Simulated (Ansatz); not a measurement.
Input of an Ansatz 0.2.0 run:

File input.yaml:

```yaml
crystal:
  lattice:
    - [-1.59121869, 1.59121869, 1.59121869]
    - [1.59121869, -1.59121869, 1.59121869]
    - [1.59121869, 1.59121869, -1.59121869]
  atoms:
    - { symbol: Al, position: [0.0, 0.0, 0.0] }
hamiltonian:
  xc: r2scanh
  pseudopotentials: { kind: paw }
kpoints:
  mp_grid: { grid: [6, 6, 6] }
scf:
  occupations: { method: fermi_dirac, width: 0.05 }
output:
  forces: true
  stress: true
  eigenvalues: true
  write_density: true
  write_potential: true
  elf: true
  volumetric_format: npy
```

Potentials or basis: Ansatz PAW.

Run with:

```sh
$ ansatz run input.yaml --threads 2 --pin off --max-ram 5632MiB --backend cpu --events-out ev --progress --plain --runs-dir out
```

(1) Estimate the band gap on the k mesh.

(2) Estimate the pressure.

Results:

(1) none (metal or under the smearing width).

(2) 1.5 GPa.

Caveat: the k mesh is coarse (spacing up to 0.47 Å⁻¹), so the values aren't converged, least of all with exact exchange; the PAW data sets come from PBE, with cores solved anew for the run's functional, which leaves a small shift of forces and pressure; the thresholds are loose for stress.
